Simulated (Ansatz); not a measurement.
The system is Cu3Au (Auricupride).

```
Au Cu
1.0
     3.74000    0.00000    0.00000
     0.00000    3.74000    0.00000
     0.00000    0.00000    3.74000
Au Cu
1 3
Direct
  0.00000 0.00000 0.00000
  0.50000 0.50000 0.00000
  0.50000 0.00000 0.50000
  0.00000 0.50000 0.50000
```

Base run:

- Program: Ansatz 0.2.0
- Functional: RPBE
- Potentials or basis: Ansatz PAW
- Cutoff: 420 eV (not typed: the program's choice for these potentials)
- k mesh: 7 × 7 × 7
- Occupations: fermi-dirac, width 0.05 eV
- Spin: no spin polarisation

Its results: band gap on the k mesh none (metal or under the smearing width); pressure 9.6 GPa.

The run is repeated on the same cell with these changes: functional from RPBE to LDA. What comes out?

Band gap on the k mesh none (metal or under the smearing width); pressure -9.2 GPa.

LDA binds more tightly than RPBE, so the same cell stands under less pressure.

Caveats: spin-orbit coupling is left out, which moves the levels of the heavy elements; the PAW data sets come from PBE, with cores solved anew for the run's functional, which leaves a small shift of forces and pressure.
